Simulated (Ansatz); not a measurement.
# MgS: band structure with LDA

The system is MgS.

```
CELL_PARAMETERS angstrom
4.03462 0.00000 0.00000
-2.01731 3.49409 0.00000
0.00000 0.00000 6.43229
ATOMIC_POSITIONS crystal
S 0.66667 0.33333 0.87924
S 0.33333 0.66667 0.37924
Mg 0.33333 0.66667 0.99575
Mg 0.66667 0.33333 0.49575
```

The cell comes from a database or a generator and needn't be the stable form of this composition.

* Program: Ansatz 0.2.0
* Task: band structure
* Functional: LDA
* Potentials or basis: all-electron LAPW, scalar-relativistic
* Cutoff: 192 eV (chosen from the basis error)
* Basis error allowed: 0.002 eV/atom
* k mesh: 8 × 8 × 4
* Occupations: fermi-dirac, width 0.05 eV
* Spin: no spin polarisation

```yaml
Pressure: -2.1 GPa
Largest_force: 0.052 eV/Å
Band_gap_on_the_k_mesh: 3.15 eV, direct
Band_gap_along_the_path: 3.15 eV, direct
```

Forces in eV/Å, atoms in the order of the input:
```
S    0.000  0.000 -0.052
S    0.000  0.000 -0.052
Mg   0.000  0.000  0.052
Mg   0.000  0.000  0.052
```

Stress tensor (GPa, compression positive):
```
-1.99  0.00  0.00
 0.00 -1.99  0.00
 0.00  0.00 -2.18
```

Levels at the corners of the path, in eV from the valence-band top:
```csv
point,band 21,band 22,band 23,band 24,band 25,band 26,band 27,band 28
Γ,-0.59,-0.16,-0.16,0.00,3.15,4.42,7.27,7.27
M,-1.93,-1.27,-0.96,-0.48,4.48,4.98,5.57,7.30
K,-2.36,-1.39,-1.38,-1.38,4.62,6.79,7.12,7.12
Γ,-0.59,-0.16,-0.16,0.00,3.15,4.42,7.27,7.27
A,-0.38,-0.38,-0.38,-0.38,4.65,4.65,7.38,7.38
L,-0.91,-0.91,-0.82,-0.82,4.40,4.40,6.07,6.07
H,-2.05,-2.05,-0.53,-0.53,5.56,5.56,6.17,6.17
A,-0.38,-0.38,-0.38,-0.38,4.65,4.65,7.38,7.38
```

It took 12 s on 2 threads of Arm Neoverse V2, on a shared host, peak memory 0.3 GiB.
